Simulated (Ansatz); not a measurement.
Starting cell, NaBr (rock salt):

```yaml
crystal:
  lattice:
    - [0.00000, 6.03598, 6.03598]
    - [3.01799, 0.00000, 3.01799]
    - [3.01799, 3.01799, 0.00000]
  atoms:
    - { symbol: Br, position: [0.00000, 0.00000, 0.00000] }
    - { symbol: Br, position: [0.50000, 0.00000, 0.00000] }
    - { symbol: Na, position: [0.25000, 0.50000, 0.50000] }
    - { symbol: Na, position: [0.75000, 0.50000, 0.50000] }
```

Scan: atom 4 (Na, nearest neighbour Br at 3.018 Å; its periodic images, 4.3 Å or more away, move with it) is displaced along Cartesian x, direction (1.000, 0.000, 0.000) in Cartesian axes, by s. The other atoms stay.

These are PBE (plane waves to 420 eV, PAW, scalar-relativistic; Ansatz, an electronic-structure program) values and carry that method's errors. k mesh 4×8×8 (Γ-centred), Fermi-Dirac smearing 0.05 eV. The energy includes the smearing's −TS. Stress and pressure are positive under compression. Left out: 2 of 11 points, with atoms too close for the PAW data. NaBr was relaxed with its symmetry unable to fall. ΔE is measured from the undisplaced structure.

**Question.** What ΔE (meV/cell) and P (GPa) does the calculation give at s (Å) = -0.728, -0.546, -0.364, -0.182, 0.182, 0.364, 0.546, 0.728?

**Answer.** 
```csv
s (Å),ΔE (meV/cell),P (GPa)
-0.728,708,2.84
-0.546,304,1.33
-0.364,109,0.51
-0.182,24,0.12
0.182,24,0.12
0.364,109,0.51
0.546,304,1.33
0.728,708,2.84
```

(For displaced atoms, the force is minus the slope of the energy, and its curvature is a force constant, which sets phonon frequencies.)
